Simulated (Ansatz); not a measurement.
## Barrier of one jump, H in Ba

Theory: Ansatz, DFT PBE, scalar-relativistic, plane waves, PAW. (420 eV cutoff, 3×3×3 k-mesh, Gaussian smearing of 0.10 eV, no spin polarisation)

Host crystal, relaxed:

```xyz
1
Lattice="0.0000 3.1723 3.1723 3.1723 0.0000 3.1723 3.1723 3.1723 0.0000" Properties=species:S:1:pos:R:3 pbc="T T T"
Ba    0.0000    0.0000    0.0000
```

In a supercell of 16 host sites, interstitial H hops to an equivalent place, moving 3.17 Å between the relaxed ends. Climbing-image nudged elastic band at fixed cell with images 0 (start) to 6 (end), the path measured over all atoms, converged to 0.05 eV/Å; the order of the saddle wasn't checked, and the small cell leaves errors of about a tenth of an eV. Zero-point motion and tunnelling, which matter for H, are left out. At the top the atom squeezes straight between two others, where symmetry can hold a band on a ridge, so a bent path, such as one by way of a neighbouring hole, may have a much lower barrier.

Supercell rows in host cell vectors: 1 -3 1; 1 1 1; -3 1 1. H was set at (0.250, 0.250, 0.250) of the host cell.

At the relaxed start H has 2 Ba at 2.59 Å, 2 Ba at 2.60 Å.

Spin-orbit coupling is left out, which matters for the bands and energies of heavy elements.

Question: How high is the barrier, and where does the atom pass?

Answer: 0.66 eV at image 3, where H has 2 Ba at 2.48 Å.

Cost: 1 run of about 95 core-minutes, on Arm Neoverse V1 (shared hosts).